**Sliding the layers of BN barely costs energy, so why does the gap react at once?**

I have a scan of hexagonal BN in which one normal mode is frozen in at growing amplitude. The amplitude is the largest displacement of any atom, and its sign gives the direction along the mode.

Hexagonal BN (P6_3/mmc, 4 atoms a cell, a = 2.504, c = 6.661 Å, not relaxed at this level) with one normal mode frozen in, computed with Ansatz 0.2.0 by scalar-relativistic plane-wave PAW DFT. Settings are r2SCAN, no spin polarisation, cutoff 500 eV, k mesh 12×12×4 and Gaussian smearing of 0.05 eV. Free energies are relative to the undisturbed cell; pressure is positive in compression.

| amplitude (Å of the largest displacement) | energy change (meV a cell) | force along mode (eV/Å) | pressure (GPa) | gap on mesh (eV) |
| --- | --- | --- | --- | --- |
| -0.12 | 2.6 | 0.039 | -0.61 | 4.372 |
| -0.09 | 1.5 | 0.032 | -0.61 | 4.478 |
| -0.06 | 0.7 | 0.022 | -0.61 | 4.594 |
| -0.03 | 0.2 | 0.012 | -0.61 | 4.718 |
| 0 | 0.0 | 0.000 | -0.61 | 4.839 |
| 0.03 | 0.2 | -0.013 | -0.61 | 4.748 |
| 0.06 | 0.8 | -0.026 | -0.61 | 4.651 |
| 0.09 | 1.8 | -0.040 | -0.61 | 4.557 |
| 0.105 | 2.4 | -0.047 | -0.60 | 4.512 |
| 0.12 | 3.2 | -0.054 | -0.60 | 4.469 |

The energy looks like an ordinary spring, but the plus side is stiffer than the minus side. The pressure hardly notices the distortion. The gap, however, has a sharp peak at zero, where I would have guessed a rounded maximum. Can one distortion do all this, or is something wrong with the runs?

**Answer**

One distortion can do all of it. In this mode the B and N atoms of a layer move together, and neighbouring layers move in opposite directions. The shortest B–N distance stays at 1.446 Å in every row, so no strong bond is stretched. What resists is only the preference of each layer for its position over the next one, called the registry. That is why an amplitude of 0.12 Å, which slides the layers by 0.24 Å against each other, costs only about 3 meV a cell. A mode that stretched the B–N bonds would be far stiffer, while layers pulled far apart would slide almost freely.

The energy starts as a parabola because the undisturbed cell is balanced: by symmetry, no force pushes the layers either way. The force on the displaced layers points back towards zero on both sides, so within this range there is a single well. Its two sides differ because the surroundings of an atom in a layer have threefold symmetry. Its three bonds point 120° apart, and the direction opposite to a bond leads to the empty centre of a hexagon. Plus and minus are therefore different journeys, and the energy may contain a term in the cube of the amplitude, which changes sign with the direction.

The numbers bear this out. At 0.12 Å the plus side costs 3.2 meV and the minus side 2.6 meV. The difference between the sides grows 7.9-fold when the amplitude doubles from 0.06 to 0.12 Å, close to the factor of eight for a cubic term. At ±0.03 Å the difference is there too, but the printed digits hide it.

The forces give a second sign of the threefold landscape. At both ends of the scan each layer is pushed slightly sideways, by nearly 4 meV/Å, and this push keeps its direction when the slide is reversed. A plain spring force would reverse. For a slide along the cell edge a, symmetry makes the two signs equivalent and the cubic term vanishes; this scan runs at 45° to that edge.

Which chemical contact makes the plus side harder is less certain. Suppose that B sits above N, the usual stacking of this crystal. If the layers were only lattices of equal and opposite point charges, exchanging B and N would leave the energy unchanged. In this stacking that exchange amounts to reversing the slide, so both sides would cost the same. The two elements must therefore differ in more than the sign of their charge. My guess is that the plus side brings N towards N, whose larger electron clouds repel each other more strongly. The forces on the single atoms fit this guess. At −0.12 Å the pull back along the mode is about 7 meV/Å on each N and 13 meV/Å on each B. At +0.12 Å it is about 18 meV/Å on N and only 9 meV/Å on B, so the extra resistance of the harder side falls on N. The atomic positions, which would settle the matter, are not given.

The lattice also sets how the well departs from a parabola. After a slide by one full cell edge the crystal looks as it did at the start, so the energy cannot go on rising as the square of the slide. The smoothest energy with the right period is a sum of three equal cosine waves whose directions lie 60° apart. Each has the wave number g = 4π/(√3 a), where a is the length of the cell edge. For a small slide u, their sum makes the energy proportional to u²(1 − g²u²/16).

With a = 2.504 Å, g is 2.90 Å⁻¹. The correction g²u²/16 is then 0.030 at amplitude 0.12 Å, where u is 0.24 Å, and 0.002 at amplitude 0.03 Å, where u is 0.06 Å. Between these amplitudes the energy divided by the amplitude squared should thus fall by about 2.8 %.

The calculated energies, unrounded and averaged over the two signs, give a fall of 3.0 %. No constant was adjusted to reach this agreement, which suggests that the registry energy is smooth on the scale of the cell. The cosine waves alone miss the difference between plus and minus, however, because they are the same for both signs. The scan also covers only a sixth of a bond length, so it does not test the barrier to another stacking.

The gap follows a different rule because it depends on two levels only, the highest filled and the lowest empty one. Suppose that several levels at a band edge have equal energy in the undisturbed crystal, either at equivalent k points or as a degenerate pair. Sliding lowers their symmetry and moves some up and others down, in proportion to the amplitude. Reversing the slide changes which ones move inwards, but the gap is always set by the innermost. It therefore shrinks in both directions, and the maximum is a peak with a kink.

The table shows this proportionality. From 0.06 to 0.12 Å the fall of the gap, averaged over the two signs, grows by a factor of 1.9, while the energy grows by 3.9. The total energy escapes the linear change because it adds up all the filled levels, and at first order their shifts cancel.

The gap also falls faster on the minus side, by 0.121 eV against 0.091 eV at the smallest amplitude. A single pair splitting evenly would start with equal slopes. Three equivalent k points would not. Each is expected to shift with the part of the slide along its own axis, and the three axes lie 120° apart, one of them at right angles to the edge a. For a slide at 45° to a, the innermost level then moves in proportion to cos 15° one way and cos 45° the other. If one band edge does most of the shifting, the two slopes should have a ratio of about 0.73. The first steps in the table give 0.091/0.121, or 0.75, which supports this picture. The runs do not show which k points are involved, however, and the mesh may miss the true band edges.

The steady pressure is a matter of averaging. At +0.12 Å the stress along c has risen by 0.143 GPa, because layers out of their preferred registry push each other apart. The two in-plane stresses have meanwhile moved in opposite directions, one up and the other down by more, so that their average has fallen by 0.053 GPa. The mean changes by only (0.143 − 2 × 0.053)/3 ≈ 0.012 GPa. These data do not tell me why the in-plane average falls.

The rise along c carries a practical warning: sliding would cost more if the layers were closer together. Here their spacing was held fixed and not relaxed, and r2SCAN lacks the long-range dispersion attraction between layers. I would trust the shape of these curves more than the absolute sliding stiffness.
